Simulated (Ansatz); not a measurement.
# TaN: the cost of one run

Method: DFT PBE, scalar-relativistic, in Ansatz 0.2.0.

## 1. Starting point

Symmetry: P6/mmm, No. 191, hexagonal system. Conventional cell: a = 5.185 Å, b = 5.185 Å, c = 2.908 Å, α = 90.00°, β = 90.00°, γ = 120.00°. Around Ta (site symmetry 6/mmm) lie 6 N at 2.59 Å and 2 Ta at 2.91 Å. Around Ta (site symmetry -6m2) lie 6 N at 2.09 Å. N (site symmetry mmm) is surrounded by 6 Ta at 2.09 to 2.59 Å.

As a file:

```
Ta N
1.0
     5.18500    0.00000    0.00000
    -2.59250    4.49034    0.00000
     0.00000    0.00000    2.90800
Ta N
3 3
Direct
  0.00000 0.00000 0.00000
  0.33333 0.66667 0.50000
  0.66667 0.33333 0.50000
  0.50000 0.00000 0.00000
  0.50000 0.50000 0.00000
  0.00000 0.50000 0.00000
```

Atoms are numbered in the order of the input: Ta1, Ta2, Ta3, N4, N5, N6.

## 2. After the deformation

Space group P6/mmm before, P6/mmm after.

## 3. All-electron LAPW

Input file input.yaml:

```yaml
crystal:
  lattice:
    - [5.0812992707, 0.0, 0.0]
    - [-2.5406496353, 4.4005342526, 0.0]
    - [0.0, 0.0, 2.908]
  atoms:
    - { symbol: Ta, position: [0.0, 0.0, 0.0] }
    - { symbol: Ta, position: [0.3333333333, 0.6666666667, 0.5] }
    - { symbol: Ta, position: [0.6666666667, 0.3333333333, 0.5] }
    - { symbol: "N", position: [0.5, 0.0, 0.0] }
    - { symbol: "N", position: [0.5, 0.5, 0.0] }
    - { symbol: "N", position: [0.0, 0.5, 0.0] }
kpoints:
  mp_grid: { grid: [5, 5, 8] }
  band_path:
    path:
      - [0.0, 0.0, 0.0]
      - [0.5, 0.0, 0.0]
      - [0.3333333333, 0.3333333333, 0.0]
      - [0.0, 0.0, 0.0]
      - [0.0, 0.0, 0.5]
      - [0.5, 0.0, 0.5]
      - [0.3333333333, 0.3333333333, 0.5]
      - [0.0, 0.0, 0.5]
      - [0.5, 0.0, 0.5]
    npoints: 5
scf:
  occupations: { method: fermi_dirac, width: 0.03 }
hamiltonian:
  xc: pbe
  pseudopotentials: { kind: all_electron, lapw: { basis_error: 0.0005 } }
output:
  forces: true
  stress: true
  eigenvalues: true
```

Launch:

```sh
ansatz run input.yaml --threads 2 --pin off --max-ram 6144MiB --backend cpu --events-out ev --progress --plain --runs-dir out
```

Q: Estimate wall time and peak memory on 2 threads of Arm Neoverse V1, shared host.

About 95 s, with a peak of 0.84 GiB.
